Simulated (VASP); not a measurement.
Wanted: the native input for a VASP 6.6.1 run.

```
Task                               : band structure
Functional                         : PBE0
Potentials or basis                : VASP PAW PBE potentials, release 64 (Mg, O)
Cutoff                             : 520 eV
k mesh                             : 10 × 10 × 10
Occupations                        : gaussian, width 0.03 eV
Spin                               : no spin polarisation
Grid for exact exchange (PRECFOCK) : Fast
Exchange at q = 0                  : truncated
Further INCAR settings             : ALGO = Normal; EDIFF = 1e-07
```

The system is MgO (Periclase).

```
Mg O
1.0
     0.00000    2.10392    2.10392
     2.10392    0.00000    2.10392
     2.10392    2.10392    0.00000
Mg O
1 1
Direct
  0.00000 0.00000 0.00000
  0.50000 0.50000 0.50000
```

The input as run:

POSCAR

```
MgO                                     
1.0
    0.0000000000      2.1039232589      2.1039232589
    2.1039232589      0.0000000000      2.1039232589
    2.1039232589      2.1039232589      0.0000000000
  Mg              O             
     1     1
Direct
     0.0000000000000000    0.0000000000000000    0.0000000000000000
     0.5000000000000000    0.5000000000000000    0.5000000000000000
```

INCAR.step1

```
  ALGO = Normal
  EDIFF = 1E-5
  ENCUT = 520
  GGA = PE
  ISIF = 2
  ISMEAR = 0
  KPAR = 8
  LASPH = T
  LCHARG = F
  LREAL = F
  LWAVE = T
  NELM = 80
  PREC = Accurate
  SIGMA = 0.03
```

INCAR.step2

```
  AEXX = 0.25
  ALGO = Normal
  EDIFF = 1E-7
  ENCUT = 520
  GGA = PE
  HFRCUT = -1
  ISIF = 2
  ISMEAR = 0
  ISTART = 1
  KPAR = 8
  LASPH = T
  LCHARG = F
  LHFCALC = T
  LREAL = F
  LWAVE = F
  NELM = 80
  PREC = Accurate
  PRECFOCK = Fast
  SIGMA = 0.03
```

KPOINTS

```
k-points
0
Gamma
  10 10 10
```

KPOINTS_OPT

```
explicit points
6
Reciprocal
 0.0000000000  0.0000000000  0.0000000000 1
 0.3750000000  0.3750000000  0.7500000000 1
 0.5000000000  0.5000000000  0.5000000000 1
 0.6250000000  0.2500000000  0.6250000000 1
 0.5000000000  0.2500000000  0.7500000000 1
 0.5000000000  0.0000000000  0.5000000000 1
```

Potentials or basis: VASP PAW PBE potentials, release 64 (Mg, O).

Run with:

```bash
$ cat potpaw_PBE.64/Mg/POTCAR potpaw_PBE.64/O/POTCAR > POTCAR
$ cp INCAR.step1 INCAR
$ mpirun -np 8 vasp_std > vasp.out
$ cp INCAR.step2 INCAR
$ mpirun -np 8 vasp_std > vasp.out
```

Results of the run:

```json
{"Pressure": "-1.0 GPa", "Band gap on the k mesh": "7.21 eV, direct", "Band gap along the path": "7.21 eV, direct"}
```

Caveat: the PAW data sets were made with another functional, which shifts forces and pressure a little.

Wall time 8.6 min on 8 MPI ranks on Intel(R) Xeon(R) Platinum 8488C (Sapphire Rapids) (shared host), peak memory 0.22 GiB a rank.
